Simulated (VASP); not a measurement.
# SiC3 (P-4m2) in VASP: further runs

The runs below take SiC3 through single point, with PBE, r2SCAN.

All numbers are computed with VASP 6.6.1; they aren't measurements. Logs are shortened: lines on timing, memory, paths and dates and some standing lists are left out, and cuts for length are marked.

**1. Starting point**

The structure is tetragonal, space group P-4m2 (No. 115). Conventional cell: a = 2.796 Å, b = 2.796 Å, c = 4.090 Å, α = 90.00°, β = 90.00°, γ = 90.00°. C (site symmetry 2mm) is surrounded by 2 C at 1.65 Å and 2 Si at 1.82 Å. Around C (site symmetry -4m2) lie 4 C at 1.65 Å. Si (site symmetry -4m2) is surrounded by 4 C at 1.82 Å.

The cell was built by a generator and needn't be a form met in nature.

**2. Single point, PBE**

Contents of INCAR:

```
PREC = Accurate
ENCUT = 520
EDIFF = 1E-7
ISMEAR = 0
SIGMA = 0.01
LREAL = False
LASPH = True
NELM = 100
ALGO = Fast
ISIF = 2
LWAVE = False
LCHARG = True
GGA = PE
LELF = True
LVHAR = True
NBANDS = 16
```

Contents of KPOINTS:

```
regular mesh
0
Gamma
  8 8 6
```

Contents of POSCAR:

```
SiC3
1.0
    2.7964006874      0.0000000000      0.0000000000
    0.0000000000      2.7964006874      0.0000000000
    0.0000000000      0.0000000000      4.0900436006
C Si
3 1
Direct
    0.5000000000      0.0000000000      0.7862689761
    0.5000000000      0.5000000000      0.0000000000
    0.0000000000      0.5000000000      0.2137310239
    0.0000000000      0.0000000000      0.5000000000
```

Potentials or basis: VASP PAW PBE potentials, release 64 (C, Si).

Command:

```console
$ cat potpaw_PBE.64/C/POTCAR potpaw_PBE.64/Si/POTCAR > POTCAR
$ mpirun -np 1 vasp_std > vasp.out
```

OUTCAR:

```text
PREC = Accurate
   ENCUT = 520
   EDIFF = 1E-7
   ISMEAR = 0
   LREAL = False
   LASPH = True
   NELM = 100
   ISIF = 2
   GGA = PE

 ion  position               nearest neighbor table
   1  0.500  0.000  0.786-   2 1.65   2 1.65   4 1.82   4 1.82
   2  0.500  0.500  0.000-   1 1.65   3 1.65   1 1.65   3 1.65
   3  0.000  0.500  0.214-   2 1.65   2 1.65   4 1.82   4 1.82
   4  0.000  0.000  0.500-   1 1.82   3 1.82   3 1.82   1 1.82

  LATTYP: Found a simple tetragonal cell.
 ALAT       =     2.7964006874
 C/A-ratio  =     1.4626099969

  Lattice vectors:

 A1 = (   2.7964006874,   0.0000000000,   0.0000000000)
 A2 = (   0.0000000000,   2.7964006874,   0.0000000000)
 A3 = (   0.0000000000,   0.0000000000,   4.0900436006)

Analysis of symmetry for initial positions (statically):
=====================================================================
 Subroutine PRICEL returns:
 Original cell was already a primitive cell.

 Routine SETGRP: Setting up the symmetry group for a
 simple tetragonal supercell.

 Subroutine GETGRP returns: Found  8 space group operations
 (whereof  8 operations were pure point group operations)
 out of a pool of 16 trial point group operations.

The static configuration has the point symmetry D_2d.

Analysis of symmetry for dynamics (positions and initial velocities):
=====================================================================
 Subroutine PRICEL returns:
 Original cell was already a primitive cell.

 Routine SETGRP: Setting up the symmetry group for a
 simple tetragonal supercell.

 Subroutine GETGRP returns: Found  8 space group operations
 (whereof  8 operations were pure point group operations)
 out of a pool of 16 trial point group operations.

The dynamic configuration has the point symmetry D_2d.

 Subroutine INISYM returns: Found  8 space group operations
 (whereof  8 operations are pure point group operations),
 and found     1 'primitive' translations

----------------------------------------------------------------------------------------

                                     Primitive cell

  volume of cell :      31.9836

  direct lattice vectors                    reciprocal lattice vectors
     2.796400687  0.000000000  0.000000000     0.357602544  0.000000000  0.000000000
[... 91 lines left out ...]
   LREAL  =      F    real-space projection
   EDIFFG = 0.1E-05   stopping-criterion for IOM
   NSW    =      0    number of steps for IOM
   IBRION =     -1    ionic relax: 0-MD 1-quasi-New 2-CG
   NFREE  =      0    steps in history (QN), initial steepest desc. (CG)
   ISIF   =      2    stress and relaxation
   ISYM   =      2    0-nonsym 1-usesym 2-fastsym
   POTIM  = 0.5000    time-step for ionic-motion
   TEBEG  =    0.0;   TEEND  =   0.0 temperature during run
   PSTRESS=    0.0 pullay stress
   NELECT =      16.0000    total number of electrons
   NUPDOWN=      -1.0000    fix difference up-down
   EMIN   =  10.00;   EMAX   =-10.00  energy-range for DOS
   EFERMI =   0.00;   METHOD = LEGACY
   ISMEAR =     0;   SIGMA  =   0.01  broadening in eV -4-tet -1-fermi 0-gaus
   EFERMI_NEDOS =   21; number of points for ismear=-14 and -15
   IALGO  =     68    algorithm
   IMIX   =      4    mixing-type and parameters
     AMIX     =   0.40;   BMIX     =  1.00
     AMIX_MAG =   1.60;   BMIX_MAG =  1.00
  volume/ion in A,a.u.               =       8.00        53.96
  Fermi-wavevector in a.u.,A,eV,Ry     =   1.299589  2.455866 22.979297  1.688931
  Thomas-Fermi vector in A             =   2.430843
   LORBIT       =      0    0 simple, 1 ext, 2 COOP (PROOUT), +10 PAW based schemes
   GGA     = PE    functional components
   LHFCALC =     F    Hartree Fock is set to
   AEXX    =    0.0000 exact exchange contribution
   IVDW    =     0    specifies the selected vdW correction
   LEPSILON=     F    determine dielectric tensor
   LRPA    =     F    only Hartree local field effects (RPA)
 non-spin polarized calculation
 RMM-DIIS sequential band-by-band and
 Gauss-broadening in eV      SIGMA  =   0.01
  energy-cutoff  :      520.00
  volume of cell :       31.98
 maximum number of plane-waves:       888
 NGX is ok and might be reduce to    24
   NGX = 11   NGY = 11   NGZ = 15

 number of electron      16.0000000 magnetization

 Free energy of the ion-electron system (eV)
  ---------------------------------------------------
  ext. energy  EPLUGINS =         0.00000000
  ---------------------------------------------------
  free energy    TOTEN  =       -31.08401162 eV

  energy without entropy =      -31.08401162  energy(sigma->0) =      -31.08401162

 E-fermi :   9.4756     XC(G=0): -12.1027

 val. band max:        9.4236419926   @ k =   0.0000   0.0000   0.0000
 cond. band min:      10.9317532561   @ k =   0.3750   0.3750   0.0000
 fundamental gap:      1.5081112636
 Fermi energy:         9.4755732830

 k-point     1 :       0.0000    0.0000    0.0000
  band No.  band energies     occupation
      1      -9.2714      2.00000
      2      -2.6544      2.00000
      3      -1.4019      2.00000
      4       3.9769      2.00000
      5       3.9769      2.00000
      6       8.7437      2.00000
[... 433 lines left out ...]
      3      -0.2439      2.00000
      4       1.1376      2.00000
      5       4.0147      2.00000
      6       4.7185      2.00000
[... 8 lines left out ...]
     15      19.6387      0.00000
     16      22.1145      0.00000

 [... further k-points ...]

------------------------ aborting loop because EDIFF is reached ----------------------------------------

  FORCE on cell =-STRESS in cart. coord.  units (eV):
  Direction    XX          YY          ZZ          XY          YZ          ZX
  --------------------------------------------------------------------------------------
  -------------------------------------------------------------------------------------
  Total        0.5936842      0.5936842      0.7901248      0.0000000      0.0000000      0.0000000
  in kB       29.7398899     29.7398899     39.5803391      0.0000000      0.0000000      0.0000000
  external PRESSURE =      33.0200396 kB  Pullay stress =       0.0000000 kB

 VOLUME and BASIS-vectors are now :
 -----------------------------------------------------------------------------
  energy-cutoff  :      520.00
  volume of cell :       31.98
      direct lattice vectors                 reciprocal lattice vectors
     2.796400687  0.000000000  0.000000000     0.357602544  0.000000000  0.000000000
     0.000000000  2.796400687  0.000000000     0.000000000  0.357602544  0.000000000
     0.000000000  0.000000000  4.090043601     0.000000000  0.000000000  0.244496171

 POSITION                                       TOTAL-FORCE (eV/Angst)
 -----------------------------------------------------------------------------------
      1.39820      0.00000      3.21587        -0.000000     -0.000000      0.322900
      1.39820      1.39820      0.00000         0.000000      0.000000      0.000000
      0.00000      1.39820      0.87417         0.000000     -0.000000     -0.322900
      0.00000      0.00000      2.04502         0.000000     -0.000000      0.000000
 -----------------------------------------------------------------------------------
    total drift:                                0.000000     -0.000000     -0.000000

  FREE ENERGIE OF THE ION-ELECTRON SYSTEM (eV)
  ---------------------------------------------------
  free  energy   TOTEN  =       -31.0840116203 eV

  energy  without entropy=      -31.0840116203  energy(sigma->0) =      -31.08401162
```

OSZICAR:

```text
N       E                     dE             d eps       ncg     rms          rms(c)
DAV:   1     0.246267562371E+02    0.24627E+02   -0.76636E+03  1920   0.929E+02
DAV:   2    -0.310811373145E+02   -0.55708E+02   -0.50964E+02  2648   0.170E+02
DAV:   3    -0.331525347660E+02   -0.20714E+01   -0.20628E+01  2424   0.298E+01
DAV:   4    -0.331643243335E+02   -0.11790E-01   -0.11787E-01  2400   0.271E+00
DAV:   5    -0.331644248082E+02   -0.10047E-03   -0.10044E-03  2424   0.228E-01    0.105E+01
RMM:   6    -0.313088580110E+02    0.18556E+01   -0.20650E+00  1951   0.755E+00    0.523E+00
RMM:   7    -0.311049625074E+02    0.20390E+00   -0.64725E-01  2056   0.478E+00    0.235E+00
RMM:   8    -0.310835945876E+02    0.21368E-01   -0.48598E-02  2214   0.160E+00    0.657E-01
RMM:   9    -0.310840089114E+02   -0.41432E-03   -0.73060E-03  2271   0.584E-01    0.132E-01
RMM:  10    -0.310840215104E+02   -0.12599E-04   -0.11215E-03  2228   0.227E-01    0.363E-02
RMM:  11    -0.310840060317E+02    0.15479E-04   -0.14671E-04  2338   0.869E-02    0.233E-02
RMM:  12    -0.310840118482E+02   -0.58165E-05   -0.43042E-05  2357   0.417E-02    0.131E-02
RMM:  13    -0.310840116828E+02    0.16533E-06   -0.78539E-06  2234   0.187E-02    0.309E-03
RMM:  14    -0.310840116289E+02    0.53935E-07   -0.14982E-06  2301   0.810E-03    0.190E-03
RMM:  15    -0.310840116203E+02    0.85770E-08   -0.27244E-07  1993   0.355E-03
   1 F= -.31084012E+02 E0= -.31084012E+02  d E =-.569920E-16
```

stdout:

```text
POSCAR found type information on POSCAR C Si
 POSCAR found :  2 types and       4 ions
 scaLAPACK will be used
 LDA part: xc-table for (Slater+PW92), standard interpolation
 POSCAR, INCAR and KPOINTS ok, starting setup
 FFT: planning ... GRIDC
 FFT: planning ... GRID_SOFT
 FFT: planning ... GRID
 WAVECAR not read
 entering main loop
```

Run time: 16 s. Hardware: 1 thread of Intel Xeon Platinum 8488C (Sapphire Rapids), shared host; peak memory 0.15 GiB.

Results:

- Free energy: -31.0840 eV
- Pressure: 3.3 GPa
- Largest force: 0.323 eV/Å
- Band gap on the k mesh: 1.51 eV, indirect (least direct gap 1.86 eV)

Forces in eV/Å, atoms in the order of the input:
```
C    0.000  0.000  0.323
C    0.000  0.000  0.000
C    0.000  0.000 -0.323
Si   0.000  0.000  0.000
```

Stress tensor (GPa, compression positive):
```
2.97 0.00 0.00
0.00 2.97 0.00
0.00 0.00 3.96
```

Levels at points of the mesh, in eV from the valence-band top:
| k point | band 5 | band 6 | band 7 | band 8 | band 9 | band 10 | band 11 | band 12 |
| --- | --- | --- | --- | --- | --- | --- | --- | --- |
| (0.00, 0.00, 0.00) | -5.45 | -0.68 | 0.00 | 0.00 | 1.86 | 2.88 | 5.06 | 5.57 |
| (0.50, 0.00, 0.00) | -6.45 | -6.24 | -4.00 | -0.85 | 4.73 | 5.85 | 6.07 | 7.55 |
| (0.50, 0.50, 0.00) | -6.12 | -5.31 | -5.31 | -3.87 | 1.64 | 1.64 | 1.97 | 5.10 |
| (0.00, 0.00, 0.50) | -4.99 | -4.05 | -1.45 | -1.45 | 2.68 | 2.99 | 6.02 | 7.89 |
| (0.50, 0.00, 0.50) | -3.88 | -2.71 | -2.27 | -0.73 | 3.02 | 5.58 | 6.18 | 6.19 |
| (0.50, 0.50, 0.50) | -7.14 | -6.71 | -6.71 | -6.31 | 5.42 | 5.42 | 6.06 | 8.78 |

A k mesh can miss the band edges. As with any semilocal functional, this PBE gap is likely too small.

(Continued in part 2 of 2.)
